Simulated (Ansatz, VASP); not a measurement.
## GaN in VASP and in Ansatz

File INCAR:

```
SYSTEM = GaN
ALGO = Normal ; EDIFF = 1E-6
ENCUT = 520 ; GGA = PE
ISIF = 2 ; ISMEAR = -1
LASPH = .True. ; LCHARG = .False.
LREAL = .False. ; LWAVE = .False.
NBANDS = 16 ; NELM = 80
PREC = Accurate ; SIGMA = 0.05
```

The input KPOINTS:

```
k-points
0
Gamma
  17 17 17
  0 0 0
```

The input POSCAR:

```
GaN
1.0
    0.0000000000      2.2278220451      2.2278220451
    2.2278220451      0.0000000000      2.2278220451
    2.2278220451      2.2278220451      0.0000000000
Ga N
1 1
Direct
    0.0000000000      0.0000000000      0.0000000000
    0.2500000000      0.2500000000      0.2500000000
```

Input for Ansatz:

```yaml
crystal:
  lattice:
    - [0.0, 2.2278220451, 2.2278220451]
    - [2.2278220451, 0.0, 2.2278220451]
    - [2.2278220451, 2.2278220451, 0.0]
  atoms:
    - { symbol: Ga, position: [0.0, 0.0, 0.0] }
    - { symbol: "N", position: [0.25, 0.25, 0.25] }
kpoints:
  mp_grid: { grid: [17, 17, 17] }
scf:
  occupations: { method: fermi_dirac, width: 0.05 }
hamiltonian:
  xc: pbe
  pseudopotentials: { kind: paw }
output:
  forces: true
  stress: true
  eigenvalues: true
  populations: true
```

Change from the starting cell: volume scaled by 0.94, PAW files.

Alike in both runs: task single point; functional PBE; k mesh 17 × 17 × 17; occupations fermi-dirac, width 0.05 eV; no spin polarisation.

|  | VASP | Ansatz |
| --- | --- | --- |
| version | VASP 6.6.1 | Ansatz 0.2.0 |
| potentials or method | VASP PAW PBE potentials, release 64 (Ga_d, N) | PAW with Ansatz's default frozen-core files, scalar-relativistic |
| plane-wave cutoff (eV) | 520 | 420 |
| valence electrons in the cell | 18 | 18 |

|  | VASP | Ansatz | Ansatz less VASP |
| --- | --- | --- | --- |
| gap on the k mesh at the Fermi level (eV) | 1.95 | 1.94 | -0.011 |
| pressure (GPa) | 12.2 | 12.2 | -0.02 |

The functional is the same, so the differences come from potentials, cutoffs and numerics.

Caveats: an odd mesh through Γ misses points on the zone boundary, where band edges often lie.
